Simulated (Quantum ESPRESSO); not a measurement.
ZrB2 in Quantum ESPRESSO: the effect of target pressure

Crystal: ZrB2.

```
Zr B
1.0
     3.17000    0.00000    0.00000
    -1.58500    2.74530    0.00000
     0.00000    0.00000    3.53300
Zr B
1 2
Direct
  0.00000 0.00000 0.00000
  0.66667 0.33333 0.50000
  0.33333 0.66667 0.50000
```

Alike in all runs:

| Property | Result |
| --- | --- |
| Program | Quantum ESPRESSO 7.5 |
| Task | relaxation of cell and atoms |
| Functional | PBEsol |
| Potentials or basis | GBRV 1.5 PBEsol |
| Cutoff | 707 eV |
| Density cutoff | 5633 eV |
| k mesh | 10 × 10 × 8 |
| Occupations | fermi-dirac, width 0.05 eV |
| Spin | no spin polarisation |

Each run relaxes the cell or the atoms first.

```csv
target pressure,relaxed volume (Å³/atom)
0 GPa,10.08
2 GPa,10.00
5 GPa,?
10 GPa,9.71
20 GPa,9.39
30 GPa,9.12
```

Question: What does the run with target pressure 5 GPa give?

Answer: Relaxed volume 9.88 Å³/atom.

Worked out: In Murnaghan's law V^(-B') rises as a straight line in P. The other rows fit best with B' = 3.7, V0 = 10.08 Å³/atom and B0 = 247 GPa, which gives 9.89 Å³/atom at 5 GPa, against the run's 9.88.
